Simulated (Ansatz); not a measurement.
# Li(110) slab, 3 layers: from the cell to its phonons, part 3 of 3

Aim: the vibrations of Li(110) slab, 3 layers, their spectra, and whether the structure is stable.

Ansatz 0.2.0; DFT PBE, scalar-relativistic, plane waves, PAW; PAW set soft_1.

So far. Step 3 (Relaxing to small forces for the phonons): The largest force component left is 0.0026 meV/Å, within the tolerances set. Step 4 (Zone-centre response): Before it was imposed, the acoustic sum rule was missed by 1.6e-6 eV/Å². Small misses are needed for a sound result but don't prove that mesh and cutoff are converged. The lowest optical mode is imaginary, 60.0i cm⁻¹, so the energy falls along it.

## 5. The dispersion

Stability and thermal properties need the whole zone. Linear response on a 4×4×1 q mesh gives force constants as far as a supercell of that size would.

File input.yaml:

```yaml
crystal:
  lattice:
    - [1.6343058381, 2.5576591677, 0.0]
    - [-1.6343058381, 2.5576591677, 0.0]
    - [0.0, 0.0, 33.6711858045]
  atoms:
    - { symbol: Li, position: [0.0, 0.0, 0.196106582] }
    - { symbol: Li, position: [0.5, 0.5, 0.266334695] }
    - { symbol: Li, position: [0.0, 0.0, 0.336562808] }
  periodic: [true, true, false]
kpoints:
  mp_grid: { grid: [16, 16, 1] }
hamiltonian:
  xc: pbe
  pseudopotentials: { kind: paw, azcp: { folder: soft_1 } }
scf:
  occupations: { method: methfessel_paxton, width: 0.2 }
output:
  eigenvalues: true
phonons:
  method: dfpt
  qmesh: [4, 4, 1]
  temperatures: { t_max: 1000, t_step: 50 }
  qpath:
    path: [[0.0, 0.0, 0.0], [0.5, 0.5, 0.0], [0.64792454, 0.35207546, 0.0]]
    npoints: 10
```

Run with:

```console
$ ansatz run input.yaml --threads 4 --pin off --max-ram 16384MiB --backend cpu --events-out ev --progress --plain --runs-dir out
```

Numbers of over 12 decimals in the logs are rounded to 6 here.

Log:

```text
[...]
Crystal: 3 atoms, lattice volume = 281.491 Å³
Basis set: ecut = 420 eV, 5449 PW (Γ), exchange–correlation on 48×48×480 points (8 copies of the dense FFT grid, shifted against one another)
Bands: 9, of which v1, the nominal top of the filled ones, is band 5 counted from 1 (4 counted from 0)
Symmetry: 8 space group operations
k-points: 73 of 256 (irreducible under 4 space group operations)
[...]
SCF iter   1: F=—  HF=-614.294418 eV  |F-HF|=—  |Δ(HF+E_count)|=         —  Δρ=8.88e-3  dr2=4.13e0  ethr=3.10e-3  ⟨swp⟩=10.8  Hψ=7764  notcnv=0
[...]
SCF iter  12: F=-613.548503 eV  HF=-613.548503 eV  |F-HF|=1.32e-11  |Δ(HF+E_count)|=  4.64e-11  S|Δr|=    0.00e0  Δρ=6.85e-9  dr2=2.30e-13  ethr=1.00e-12  ⟨swp⟩=18.2  Hψ=8904  notcnv=0
[...]
SCF 1 converged in 12 iterations: F = -613.548503 eV  dr2 = 2.30e-13
[...]
phonons: the bands overlap, so this run is a metal and interpolates without the dipole-dipole term. If the crystal is really an insulator or semiconductor, its LO-TO splitting is missing
NSCF: frozen V_eff on 73 k-points
WARN: eigensolver did not converge in 11 slots of this pass, the one above among them; of largest residual over every band (k=55): 1 band(s) unlocked (lowest unlocked band 12, counted from 0; max residual 6.93e-3 eV among the unlocked bands, 6.93e-3 eV over every band); of lowest unlocked band (k=29): band 12
[...]
DFPT response loops at q = (0, 0, 0) (fractional): preconditioner auto → none (partly filled bands, converged f_vac=0.690); β = 0.50; Broyden in place of MSR1
[...]
SCF converged after 12 iterations
[...]
Free energy (F): -613.548503 eV
[...]
Internal energy: -613.548519 eV  (E = F + TS)
E sigma→0 (E₀):  -613.548507 eV
Entropy (-TS):   0.000017 eV (0.006 meV/atom)
Fermi energy:    -3.339997 eV
[...]
--- Band table (eV; the first three rows and the last of 73) ---
  k-point 0: bands = [... 1 lower, -50.2633, -49.8178, -6.6472, -5.6154, -3.9860, -2.9990, -0.4404 (-0.4487°), -0.1957 (-0.2245°), ... 4 higher]
  k-point 1: bands = [... 1 lower, -50.2629, -49.8174, -6.5899, -5.5572, -3.9220, -2.9226, -0.3725 (-0.3803°), -0.1196 (-0.1482°), ... 4 higher]
  k-point 2: bands = [... 1 lower, -50.2619, -49.8164, -6.4178, -5.3832, -3.7320, -2.6935, -0.1720 (-0.1787°), 0.1086 (0.0806°), ... 4 higher]
  k-point 72: bands = [... 1 lower, -50.2504, -49.8048, -3.2560, -2.0567, -0.5347, 0.0404, 0.2102, 1.5580, ... 4 higher]
  ° read free of the cell's end (the report's vacuum.weakly_bound_levels)
--- Phonons (Γ-DFPT): 9 representative perturbations + reference (Σ response iterations 30) ---
  ASR residual: 1.648e-6 → 0.000e0 eV/Å²; symmetrization residual: 2.301e-7 eV/Å²
[...]
ASR residual per site (eV/Å²): 1.60e-6 1.65e-6 1.43e-6
  Γ frequencies (cm⁻¹): -59.99 -34.84 0.00 0.00 0.00 106.52 175.51 181.80 301.74
--- Phonons (arbitrary-q DFPT): 7 irreducible q on the 4×4×1 mesh ---
  q = [0.0000, 0.0000, 0.0000] (star 1, of the zone-centre solve; hermiticity 2.97e-7, symmetrization 9.44e-14, taken by the last average 1.20e-7): -59.99 -34.84 -0.00 0.00 0.00 106.52 175.51 181.80 301.74
  q = [0.0000, 0.2500, 0.0000] (star 4, 9 solved perturbations on 256 of 256 k-point pairs: no pair is spared here; hermiticity 3.48e-7, symmetrization 2.48e-9, taken by the last average 2.49e-7): 61.38 80.24 119.06 123.45 158.94 208.63 224.06 272.01 297.48
[...]
sum rule: each row above includes the acoustic sum rule's correction from the zone centre's row sums; it moved no ω² by more than (0.25 cm⁻¹)²
  mesh force constants: q→R imaginary residual 2.73e-18; ASR residual 1.648e-6 → 0.000e0 eV/Å²; symmetrization residual 8.882e-16 eV/Å²
  interpolated dispersion: 21 rows × 9 modes
  density of states and harmonic sums: on the 24×24×1 q-mesh, interpolated from the force constants of a 4×4×1 supercell (no non-analytic term)
  largest difference from the sums on the solved wave vectors: F 6.49e-2 eV, S 8.46e-5 and C_V 1.99e-5 eV/K
  zero-point energy: 0.112363 eV/cell   skipped modes (ω ≤ 0): 51, of them read as no rigid motion or as one in doubt: 48 (2.656e-1 modes/cell left out, lowest -59.99 cm⁻¹)   left out of the sums: 3.01e-2 of the cell's modes: C_V's classical limit lies that fraction below 3 k_B per atom; for a crystal, a wire or a layer, F and S can be off by more, and a phonons.interpolated_qmesh denser along its periods is the remedy for the sampling
```

It took 8 min on 4 threads of Arm Neoverse V1, shared host; peak memory 2 GiB; 31 min of CPU time.

This step gave:

- sum-rule residual before enforcement: 1.65e-6 eV/Å²
- lowest frequency on the path: -59.99 cm⁻¹
- highest frequency on the path or at a solved wavevector: 323.8 cm⁻¹
- lowest mode on the q mesh (acoustic modes at Γ apart): -59.99 cm⁻¹

Frequencies (cm⁻¹) solved at each irreducible wavevector; negative means imaginary. Frequencies by wavevector, by row:

| q in reciprocal lattice units | star | mode 1 | mode 2 | mode 3 | mode 4 | mode 5 | mode 6 | mode 7 | mode 8 | mode 9 |
| --- | --- | --- | --- | --- | --- | --- | --- | --- | --- | --- |
| 0 0 0 | 1 | -60 | -34.8 | 0 | 0 | 0 | 106.5 | 175.5 | 181.8 | 301.7 |
| 0 0.25 0 | 4 | 61.4 | 80.2 | 119.1 | 123.5 | 158.9 | 208.6 | 224.1 | 272 | 297.5 |
| 0 -0.5 0 | 2 | 93.5 | 121.5 | 153.1 | 192.2 | 201.3 | 241.5 | 299.7 | 314.8 | 317.1 |
| 0.25 0.25 0 | 2 | -45.7 | 128.8 | 170.9 | 172.2 | 200.8 | 219 | 231.9 | 246.2 | 309.6 |
| 0.25 -0.5 0 | 4 | 102.4 | 118.5 | 219.1 | 230.3 | 249.9 | 286.9 | 293 | 305.2 | 312.5 |
| 0.25 -0.25 0 | 2 | 113.3 | 172.7 | 212.5 | 217.1 | 242.7 | 243.2 | 244.5 | 301.9 | 306.7 |
| -0.5 -0.5 0 | 1 | -51.4 | 171.7 | 182.1 | 226 | 294.2 | 305 | 318.5 | 319.6 | 323.8 |

Interpolated from a 4×4×1 q mesh. Phonon branches along the path, in cm⁻¹:

| point | branch 1 | branch 2 | branch 3 | branch 4 | branch 5 | branch 6 | branch 7 | branch 8 | branch 9 |
| --- | --- | --- | --- | --- | --- | --- | --- | --- | --- |
| Γ | -60 | -35 | 0 | 0 | 0 | 106 | 176 | 182 | 302 |
| halfway | -46 | 129 | 171 | 172 | 201 | 219 | 232 | 246 | 310 |
| Y | -51 | 172 | 182 | 226 | 294 | 305 | 318 | 320 | 324 |
| halfway | 37 | 141 | 225 | 239 | 294 | 296 | 315 | 317 | 318 |
| C0 | 112 | 131 | 236 | 259 | 272 | 297 | 299 | 299 | 320 |

The phonon branches as a text plot (rows in cm⁻¹; labels by their first letter):

```
    316 |                 ***************************************
    300 |*****************            ***************************
    284 |                         ********                 *****
    268 |                     ********                          *
    252 |                 ********                           ****
    236 |             ************                ***************
    220 |                 ****        ************   ****
    204 |      ***************    ****              *
    188 |******       ****    ****        **********
    172 |*****************************************
    156 |             ****        ****            ***
    140 |          ***        ****                   ******
    124 |      ****       ****                             ******
    108 |*****************                                    ***
     92 |      ****                                          *
     76 |          ***                                     **
     60 |      ****                                      **
     44 |  ****                                        **
     28 |  ****
     12 |
     -4 |**
    -20 |  ********                                  **
    -36 |******    *******                          *
    -52 |**               **************************
         Γ                                     Y                C
```

Tetrahedra on a 24×24×1 mesh, mean over bins of 5 cm-1. Interpolated from a 4×4×1 q mesh. The phonon density of states by wavenumber; read off at these points:

| wavenumber (cm⁻¹) | phonon density of states (1/cm⁻¹/cell) |
| --- | --- |
| -62 | 0 |
| -48 | 0.00811 |
| -38 | 0.00499 |
| -22 | 0.00613 |
| -8 | 0.0028 |
| 2 | 0.00307 |
| 18 | 0.00387 |
| 32 | 0.00515 |
| 42 | 0.00653 |
| 58 | 0.00864 |
| 72 | 0.0104 |
| 82 | 0.0121 |
| 98 | 0.0336 |
| 108 | 0.0410 |
| 112 | 0.0281 |
| 122 | 0.0310 |
| 138 | 0.0245 |
| 148 | 0.0256 |
| 162 | 0.0259 |
| 178 | 0.0372 |
| 188 | 0.0365 |
| 198 | 0.0396 |
| 202 | 0.0362 |
| 218 | 0.0284 |
| 228 | 0.0306 |
| 242 | 0.0377 |
| 258 | 0.0275 |
| 268 | 0.0247 |
| 282 | 0.0296 |
| 298 | 0.0749 |
| 302 | 0.0797 |
| 308 | 0.0694 |
| 322 | 0.0142 |

Symmetry leaves 7 wavevectors to solve. The lowest mode among them, the acoustic zeros apart, lies at Γ and is imaginary, 60.0i cm⁻¹, so the energy falls along it.

## 6. Outcome

```json
{
  "space group after relaxation (within 0.01 Å)": "Cmmm",
  "area per atom": "2.79 Å²",
  "electronic character": "no gap on this mesh",
  "highest optical mode at the zone centre (no LO-TO term)": "302 cm⁻¹",
  "lowest optical zone-centre mode": "-60.0 cm⁻¹",
  "lowest mode on the q mesh (acoustic modes at Γ apart)": "-60.0 cm⁻¹",
  "highest frequency on the path or at a solved wavevector": "324 cm⁻¹",
  "imaginary modes on the 4×4×1 q mesh": "yes"
}
```

Modes are clearly imaginary (beyond 10i cm⁻¹) at 3 of the 7 irreducible wavevectors, most at Γ (60.0i cm⁻¹), so this structure is not a minimum of the energy. The optical modes at Γ span -60 to 302 cm⁻¹ (negative means imaginary). With no gap, or one that is small against the smearing, the frequencies hang on the k mesh and the smearing, most of all near Kohn anomalies. In a sheet or slab the interpolated bending branch near Γ is rough, since the rotational sum rule isn't imposed. A phonon run warned that its eigensolver left some bands unconverged in a pass. The starting cell was built on a prototype and not taken from a measurement. These are harmonic frequencies at zero temperature: anharmonic shifts, linewidths and thermal expansion are left out.

[Logs are printed without paths, hosts, clocks, repeated set-up lines and the standing remarks that a program may print on its own settings, such as how far it seeks lower states.]

[Hosts, paths, dates, database ids (printed as entryN), source tags and the programs' standing remarks are cut or masked in the printed files.]
